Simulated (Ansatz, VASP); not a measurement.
# Two plane-wave programs on MgI2

INCAR

```
SYSTEM = MgI2
  PREC = Accurate
  ENCUT = 520
  EDIFF = 1E-6
  ISMEAR = 0
  SIGMA = 0.05
  LREAL = .False.
  LASPH = .True.
  NELM = 100
  ALGO = Normal
  ISIF = 2
  LWAVE = .False.
  LCHARG = .False.
  GGA = PE
  NBANDS = 15
```

File KPOINTS:

```
regular mesh
0
Gamma
  6 6 4
  0 0 0
```

Contents of POSCAR:

```
MgI2
1.0
    4.2516112781      0.0000000000      0.0000000000
   -2.1258056391      3.6820033739      0.0000000000
    0.0000000000      0.0000000000      7.8941785324
Mg I
1 2
Direct
    0.0000000000      0.0000000000      0.0000000000
    0.3333333333      0.6666666667      0.8050686935
    0.6666666667      0.3333333333      0.1949313065
```

Input for Ansatz:

```yaml
crystal:
  lattice:
    - [4.2516112781, 0.0, 0.0]
    - [-2.1258056391, 3.6820033739, 0.0]
    - [0.0, 0.0, 7.8941785324]
  atoms:
    - { symbol: Mg, position: [0.0, 0.0, 0.0] }
    - { symbol: I, position: [0.3333333333, 0.6666666667, 0.8050686935] }
    - { symbol: I, position: [0.6666666667, 0.3333333333, 0.1949313065] }
basis:
  ecutwfc: 520.0
kpoints:
  mp_grid: { grid: [6, 6, 4] }
hamiltonian:
  xc: pbe
scf:
  occupations: { method: gaussian, width: 0.05 }
output:
  forces: true
  stress: true
  eigenvalues: true
```

Alike in both runs: task single point; functional PBE; k mesh 6 × 6 × 4; occupations gaussian, width 0.05 eV; no spin polarisation.

```csv
,VASP,Ansatz
version,VASP 6.6.1,Ansatz 0.2.0
potentials or method,"VASP PAW PBE potentials, release 64 (Mg, I)","scalar-relativistic, plane waves, PAW"
plane-wave cutoff (eV),520,520
valence electrons in the cell,16,44
```

Ansatz gave:

- gap on the k mesh at the Fermi level (eV): 3.75
- least direct gap on the mesh (eV): 3.94
- pressure (GPa): 1.3
- largest component of the traceless stress (GPa): 1.05
- rms of the force components (eV/Å): 0.285

Problem. Which values does VASP return?

Solution. gap on the k mesh at the Fermi level (eV): 3.73; least direct gap on the mesh (eV): 3.93; pressure (GPa): 1.3; largest component of the traceless stress (GPa): 1.06; rms of the force components (eV/Å): 0.281.

Atom by atom the forces differ by 0.004 eV/Å (rms over components). The functional is the same, so the differences come from potentials, cutoffs and numerics. The two sets of potentials don't hold the same shells in valence.

Caveats: spin-orbit coupling is left out, which moves the levels of the heavy elements; this functional lacks dispersion, which binds the layers, so the pressure and a relaxed spacing across them are unreliable. A k mesh can miss the band edges.
